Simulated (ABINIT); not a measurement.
# ZrB2 (P6/mmm) in ABINIT: convergence with nband

Aim: find how far nband must go before the results for ZrB2 settle, at PBE. This setting moves, with any that are tied to it; all else stays.

Program: ABINIT 10.8.3 (patched build). These are calculated values, not measurements. Logs are shortened: lines on timing, memory, paths and dates and some standing lists are left out, and cuts for length are marked. The log counts tension as positive stress, the text compression.

## Step 1: The structure

The structure is hexagonal, space group P6/mmm (No. 191). The conventional cell has a = 3.170 Å, b = 3.170 Å, c = 3.533 Å, α = 90.00°, β = 90.00°, γ = 120.00°. Around Zr (site symmetry 6/mmm) lie 12 B at 2.54 Å. Around B (site symmetry -6m2) lie 3 B at 1.83 Å.

## Step 2: With nband 10

Input file run.abi:

```
# Pseudopotentials
pp_dirpath "./"
pseudos "Zr.upf, B.upf"

# Structure
acell 5.9904318151 5.9904318151 6.6764023983
rprim
     1.0000000000     0.0000000000     0.0000000000
    -0.5000000000     0.8660254038     0.0000000000
     0.0000000000     0.0000000000     1.0000000000
ntypat 2
znucl 40 5
natom 3
typat 1 2 2
xred
     0.0000000000     0.0000000000     0.0000000000
     0.6666666667     0.3333333333     0.5000000000
     0.3333333333     0.6666666667     0.5000000000

# Plane-wave basis
ecut 1034.032677 eV

# k points
kptopt 1
ngkpt 10 10 8
nshiftk 1
shiftk 0.0 0.0 0.0

# Exchange and correlation
ixc 11

# Bands and occupations
nband 10
occopt 3
tsmear 0.1 eV

# SCF cycle
nstep 100
tolvrs 1.0e-10

# Output
iomode 3
prtwf 0
prtden 0
prteig 0
prtebands 0
```

Potentials or basis: PseudoDojo NC SR PBE v0.4.1 standard.

Started as:

```sh
abinit run.abi > log 2>&1
```

run.abo:

```text
.Version 10.8.3 of ABINIT
 Symmetries : space group P6/m m m (#191); Bravais hP (primitive hexag.)
================================================================================
 Values of the parameters that define the memory need of the present run
     intxc =       0    ionmov =       0      iscf =       7    lmnmax =       6
     lnmax =       6     mgfft =      40  mpssoang =       3    mqgrid =    3001
     natom =       3  nloc_mem =       1    nspden =       1   nspinor =       1
    nsppol =       1      nsym =      24    n1xccc =    2501    ntypat =       2
    occopt =       3   xclevel =       2
       mpw =        2339          nfft =       51840          nkpt =          70
================================================================================
================================================================================

--------------------------------------------------------------------------------
------------- Echo of variables that govern the present computation ------------
--------------------------------------------------------------------------------
 -outvars: echo values of preprocessed input variables --------
            acell      5.9904318151E+00  5.9904318151E+00  6.6764023983E+00 Bohr
              amu      9.12240000E+01  1.08110000E+01
             ecut      3.80000000E+01 Hartree
                       outvar_i_n : Printing only first  50 k-points.
              ixc          11
                       outvar_i_n : Printing only first  50 k-points.
         kptrlatt       10    0    0      0   10    0      0    0    8
          kptrlen      5.34112192E+01
            natom           3
            nband          10
            ngfft          36      36      40
             nkpt          70
            nstep         100
             nsym          24
           ntypat           2
                       prtocc : prtvol=0, do not print more k-points.
           occopt           3
           prtden           0
        prtebands           0
           prteig           0
            prtwf           0
            rprim      1.0000000000E+00  0.0000000000E+00  0.0000000000E+00
                      -5.0000000000E-01  8.6602540380E-01  0.0000000000E+00
                       0.0000000000E+00  0.0000000000E+00  1.0000000000E+00
          spgroup         191
           tolvrs      1.00000000E-10
           tsmear      3.67493222E-03 Hartree
            typat      1  2  2
                       outvars : Printing only first  50 k-points.
           xangst      0.0000000000E+00  0.0000000000E+00  0.0000000000E+00
                       1.5849999989E+00  9.1510017607E-01  1.7664999988E+00
                       2.0239315388E-17  1.8302003521E+00  1.7664999988E+00
            xcart      0.0000000000E+00  0.0000000000E+00  0.0000000000E+00
                       2.9952159075E+00  1.7292887105E+00  3.3382011991E+00
                       3.8246763058E-17  3.4585774211E+00  3.3382011991E+00
             xred      0.0000000000E+00  0.0000000000E+00  0.0000000000E+00
                       6.6666666667E-01  3.3333333333E-01  5.0000000000E-01
                       3.3333333333E-01  6.6666666667E-01  5.0000000000E-01
            znucl       40.00000    5.00000

================================================================================

 chkinp: Checking input parameters for consistency.

================================================================================
== DATASET  1 ==================================================================

--- !DatasetInfo
iteration_state: {dtset: 1, }
dimensions: {natom: 3, nkpt: 70, mband: 10, nsppol: 1, nspinor: 1, nspden: 1, mpw: 2339, }
cutoff_energies: {ecut:  38.0, pawecutdg:  -1.0, }
electrons: {nelect:   1.80000000E+01, charge:   0.00000000E+00, occopt:   3.00000000E+00, tsmear:   3.67493222E-03, }
meta: {optdriver: 0, ionmov: 0, optcell: 0, iscf: 7, paral_kgb: 0, }
...

 Exchange-correlation functional for the present dataset will be:
  GGA: Perdew-Burke-Ernzerhof functional - ixc=11
  J.P.Perdew, K.Burke, M.Ernzerhof, PRL 77, 3865 (1996)

 Real(R)+Recip(G) space primitive vectors, cartesian coordinates (Bohr,Bohr^-1):
[... 93 lines left out ...]
- [  0.00000000E+00,   0.00000000E+00,  -5.06448058E-05, ]
pressure_GPa:   7.7721E-01
xred      :
- [  0.0000E+00,   0.0000E+00,   0.0000E+00, Zr]
- [  6.6667E-01,   3.3333E-01,   5.0000E-01,  B]
- [  3.3333E-01,   6.6667E-01,   5.0000E-01,  B]
cartesian_forces: # hartree/bohr
- [ -0.00000000E+00,  -0.00000000E+00,  -0.00000000E+00, ]
- [  3.37118255E-29,   1.94635315E-29,  -0.00000000E+00, ]
- [ -3.37118255E-29,  -1.94635315E-29,  -0.00000000E+00, ]
force_length_stats: {min:   0.00000000E+00, max:   3.89270630E-29, mean:   2.59513753E-29, }
...

 Integrated electronic density in atomic spheres:
 ------------------------------------------------
 Atom  Sphere_radius  Integrated_density
    1        2.00000          8.44188638
    2        2.00000          2.64730955
    3        2.00000          2.64730955
================================================================================

 ----iterations are completed or convergence reached----

 Mean square residual over all n,k,spin=   84.981E-09; max=  13.263E-06
 reduced coordinates (array xred) for    3 atoms
       0.000000000000      0.000000000000      0.000000000000
       0.666666666667      0.333333333333      0.500000000000
       0.333333333333      0.666666666667      0.500000000000
 rms dE/dt=  9.5199E-29; max dE/dt=  2.0195E-28; dE/dt below (all hartree)
    1       0.000000000000      0.000000000000      0.000000000000
    2      -0.000000000000      0.000000000000      0.000000000000
    3       0.000000000000      0.000000000000      0.000000000000

 cartesian coordinates (angstrom) at end:
    1      0.00000000000000     0.00000000000000     0.00000000000000
    2      1.58499999893432     0.91510017606673     1.76649999880083
    3      0.00000000000000     1.83020035213346     1.76649999880083

 cartesian forces (hartree/bohr) at end:
    1     -0.00000000000000    -0.00000000000000    -0.00000000000000
    2      0.00000000000000     0.00000000000000    -0.00000000000000
    3     -0.00000000000000    -0.00000000000000    -0.00000000000000
 frms,max,avg= 1.8350393E-29 3.3711825E-29   0.000E+00  0.000E+00  0.000E+00 h/b

 cartesian forces (eV/Angstrom) at end:
    1     -0.00000000000000    -0.00000000000000    -0.00000000000000
    2      0.00000000000000     0.00000000000000    -0.00000000000000
    3     -0.00000000000000    -0.00000000000000    -0.00000000000000
 frms,max,avg= 9.4361517E-28 1.7335318E-27   0.000E+00  0.000E+00  0.000E+00 e/A
 length scales=  5.990431815100  5.990431815100  6.676402398300 bohr
              =  3.169999997869  3.169999997869  3.532999997602 angstroms
 Fermi (or HOMO) energy (hartree) =   0.45755   Average Vxc (hartree)=  -0.46470
 Eigenvalues (hartree) for nkpt=  70  k points:
 kpt#   1, nband= 10, wtk=  0.00125, kpt=  0.0000  0.0000  0.0000 (reduced coord)
  -1.32781   -0.52613   -0.50596   -0.50596   -0.00800    0.36311    0.36311    0.36508
   0.37349    0.58481
      occupation numbers for kpt#   1
   2.00000    2.00000    2.00000    2.00000    2.00000    2.00000    2.00000    2.00000
   2.00000    0.00000
 prteigrs : prtvol=0 or 1, do not print more k-points.

--- !EnergyTerms
iteration_state     : {dtset: 1, }
comment             : Components of total free energy in Hartree
kinetic             :  1.85902384500113E+01
hartree             :  6.19508895402885E+00
xc                  : -1.25672173749881E+01
Ewald energy        : -4.82953939840230E+01
psp_core            :  2.21875591625806E+00
local_psp           : -2.81392514785244E+01
non_local_psp       :  5.38336292942588E+00
internal            : -5.66144165878114E+01
'-kT*entropy'       : -4.01613943666670E-04
total_energy        : -5.66148182017551E+01
total_energy_eV     : -1.54056768533395E+03
band_energy         : -3.10325284264014E+00
...

 Cartesian components of stress tensor (hartree/bohr^3)
  sigma(1 1)= -1.43027204E-05  sigma(3 2)=  0.00000000E+00
  sigma(2 2)= -1.43027208E-05  sigma(3 1)=  0.00000000E+00
  sigma(3 3)= -5.06448058E-05  sigma(2 1)=  0.00000000E+00

-Cartesian components of stress tensor (GPa)         [Pressure=  7.7721E-01 GPa]
- sigma(1 1)= -4.20800562E-01  sigma(3 2)=  0.00000000E+00
- sigma(2 2)= -4.20800573E-01  sigma(3 1)=  0.00000000E+00
- sigma(3 3)= -1.49002163E+00  sigma(2 1)=  0.00000000E+00

== END DATASET(S) ==============================================================
================================================================================

 -outvars: echo values of variables after computation  --------
            acell      5.9904318151E+00  5.9904318151E+00  6.6764023983E+00 Bohr
           etotal     -5.6614818202E+01
            fcart     -0.0000000000E+00 -0.0000000000E+00 -0.0000000000E+00
                       3.3711825453E-29  1.9463531500E-29 -0.0000000000E+00
                      -3.3711825453E-29 -1.9463531500E-29 -0.0000000000E+00
            rprim      1.0000000000E+00  0.0000000000E+00  0.0000000000E+00
                      -5.0000000000E-01  8.6602540380E-01  0.0000000000E+00
                       0.0000000000E+00  0.0000000000E+00  1.0000000000E+00
           strten     -1.4302720380E-05 -1.4302720764E-05 -5.0644805808E-05
                       0.0000000000E+00  0.0000000000E+00  0.0000000000E+00
           xangst      0.0000000000E+00  0.0000000000E+00  0.0000000000E+00
                       1.5849999989E+00  9.1510017607E-01  1.7664999988E+00
                       2.0239315388E-17  1.8302003521E+00  1.7664999988E+00
             xred      0.0000000000E+00  0.0000000000E+00  0.0000000000E+00
                       6.6666666667E-01  3.3333333333E-01  5.0000000000E-01
                       3.3333333333E-01  6.6666666667E-01  5.0000000000E-01
 Calculation completed.
```

It took 2.5 min on 1 thread of Arm Neoverse V1, shared host; peak memory 0.08 GiB.

What came out:

| Quantity | Value |
| --- | --- |
| Free energy | -1540.5677 eV |
| Pressure | 0.8 GPa |
| Band gap on the k mesh | none (metal or under the smearing width) |
| Valence electrons inside the program's atomic spheres | Zr 8.44; B 2.65 |

## Step 3: With nband 11

run.abi: that of step 2 with these lines changed.

```diff
@@ -32,3 +32,3 @@
 # Bands and occupations
-nband 10
+nband 11
 occopt 3
```

Potentials or basis: PseudoDojo NC SR PBE v0.4.1 standard.

Started as:

```sh
abinit run.abi > log 2>&1
```

It took 64 s on 1 thread of Arm Neoverse V1, shared host; peak memory 0.09 GiB.

It converged, with:

```yaml
Free_energy: -1540.5677 eV
Pressure: 0.8 GPa
Band_gap_on_the_k_mesh: none (metal or under the smearing width)
Valence_electrons_inside_the_program's_atomic_spheres: Zr 8.44; B 2.65
```

## Step 4: With nband 12

run.abi: that of step 3 with these lines changed.

```diff
@@ -32,3 +32,3 @@
 # Bands and occupations
-nband 11
+nband 12
 occopt 3
```

Started as:

```sh
abinit run.abi > log 2>&1
```

It took 56 s on 1 thread of Arm Neoverse V1, shared host; peak memory 0.09 GiB.

It converged, with:

```yaml
Free_energy: -1540.5677 eV
Pressure: 0.8 GPa
Band_gap_on_the_k_mesh: none (metal or under the smearing width)
Valence_electrons_inside_the_program's_atomic_spheres: Zr 8.44; B 2.65
```

## Step 5: With nband 13

run.abi: that of step 4 with these lines changed.

```diff
@@ -32,3 +32,3 @@
 # Bands and occupations
-nband 12
+nband 13
 occopt 3
```

Started as:

```sh
abinit run.abi > log 2>&1
```

It took 52 s on 1 thread of Arm Neoverse V1, shared host; peak memory 0.09 GiB.

The run converged. Its results:

| Property | Result |
| --- | --- |
| Free energy | -1540.5677 eV |
| Pressure | 0.8 GPa |
| Band gap on the k mesh | none (metal or under the smearing width) |
| Valence electrons inside the program's atomic spheres | Zr 8.44; B 2.65 |

## Step 6: With nband 14

run.abi: that of step 5 with these lines changed.

```diff
@@ -32,3 +32,3 @@
 # Bands and occupations
-nband 13
+nband 14
 occopt 3
```

Potentials or basis: PseudoDojo NC SR PBE v0.4.1 standard.

Started as:

```sh
abinit run.abi > log 2>&1
```

Wall time 55 s (1 thread of Arm Neoverse V1, shared host); peak memory 0.09 GiB.

Results (log left out):

| Property | Result |
| --- | --- |
| Free energy | -1540.5677 eV |
| Pressure | 0.8 GPa |
| Band gap on the k mesh | none (metal or under the smearing width) |
| Valence electrons inside the program's atomic spheres | Zr 8.44; B 2.65 |

## Step 7: With nband 17

run.abi: that of step 6 with these lines changed.

```diff
@@ -32,3 +32,3 @@
 # Bands and occupations
-nband 14
+nband 17
 occopt 3
```

Started as:

```sh
abinit run.abi > log 2>&1
```

Wall time 68 s (1 thread of Arm Neoverse V1, shared host); peak memory 0.1 GiB.

Results (log left out):

| Item | Value |
| --- | --- |
| Free energy | -1540.5677 eV |
| Pressure | 0.8 GPa |
| Band gap on the k mesh | none (metal or under the smearing width) |
| Valence electrons inside the program's atomic spheres | Zr 8.44; B 2.65 |

## Step 8: With nband 23

run.abi: that of step 7 with these lines changed.

```diff
@@ -32,3 +32,3 @@
 # Bands and occupations
-nband 17
+nband 23
 occopt 3
```

Started as:

```sh
abinit run.abi > log 2>&1
```

It took 94 s on 1 thread of Arm Neoverse V1, shared host; peak memory 0.12 GiB.

The run converged. Its results:

- Free energy: -1540.5677 eV
- Pressure: 0.8 GPa
- Band gap on the k mesh: none (metal or under the smearing width)
- Valence electrons inside the program's atomic spheres: Zr 8.44; B 2.65

## Step 9: The series at a glance

```tsv
nband	energy less the tightest run, at zero smearing (meV/atom)	SCF cycles	CPU time (s)	peak memory (GiB)
10	0.00	38	150	0.08
11	0.00	13	64	0.09
12	0.00	10	56	0.09
13	0.00	8	52	0.09
14	0.00	8	55	0.09
17	0.00	8	68	0.1
23	0.00	8	94	0.12
```

Against the tightest run, the energy stays within 1 meV/atom from 10 on. The tightest run that finished is the yardstick and may itself not be fully converged.
